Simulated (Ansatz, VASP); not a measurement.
One calculation of TePb, two programs

The input INCAR:

```
SYSTEM = TePb
PREC = Accurate
ENCUT = 520
EDIFF = 1E-6
ISMEAR = 0
SIGMA = 0.05
LREAL = .False.
LASPH = .True.
NELM = 80
ALGO = Normal
ISIF = 2
LWAVE = .False.
LCHARG = .False.
NBANDS = 17
```

File KPOINTS:

```
Automatic mesh
0
Gamma
  8 8 8
  0 0 0
```

Contents of POSCAR:

```
TePb
1.0
    0.0000000000      3.2270000000      3.2270000000
    3.2270000000      0.0000000000      3.2270000000
    3.2270000000      3.2270000000      0.0000000000
Te Pb
1 1
Direct
    0.5000000000      0.5000000000      0.5000000000
    0.0000000000      0.0000000000      0.0000000000
```

Input for Ansatz:

```yaml
crystal:
  lattice:
    - [0.0, 3.227, 3.227]
    - [3.227, 0.0, 3.227]
    - [3.227, 3.227, 0.0]
  atoms:
    - { symbol: Te, position: [0.5, 0.5, 0.5] }
    - { symbol: Pb, position: [0.0, 0.0, 0.0] }
basis:
  ecutwfc: 420
kpoints:
  mp_grid: { grid: [8, 8, 8] }
hamiltonian:
  xc: lda
scf:
  occupations: { method: gaussian, width: 0.05 }
output:
  forces: true
  stress: true
  eigenvalues: true
```

Alike in both runs: task single point; functional LDA; k mesh 8 × 8 × 8; occupations gaussian, width 0.05 eV; no spin polarisation.

```csv
,VASP,Ansatz
version,VASP 6.6.1,Ansatz 0.2.0
potentials or method,"VASP PAW LDA potentials, release 64 (Te, Pb_d)","scalar-relativistic, plane waves, PAW"
plane-wave cutoff (eV),520,420
valence electrons in the cell,20,30
```

Ansatz gave:

| Quantity | Value |
| --- | --- |
| gap on the k mesh at the Fermi level (eV) | 0.64 |
| least direct gap on the mesh (eV) | 0.64 |
| pressure (GPa) | -1.6 |

Problem. Which values does VASP return?

Solution. gap on the k mesh at the Fermi level (eV): 0.63; least direct gap on the mesh (eV): 0.63; pressure (GPa): -1.5.

The two sets of potentials don't hold the same shells in valence.

Caveats: spin-orbit coupling is left out, which as a rule narrows the gap of such compounds by several tenths of an eV. A k mesh can miss the band edges.
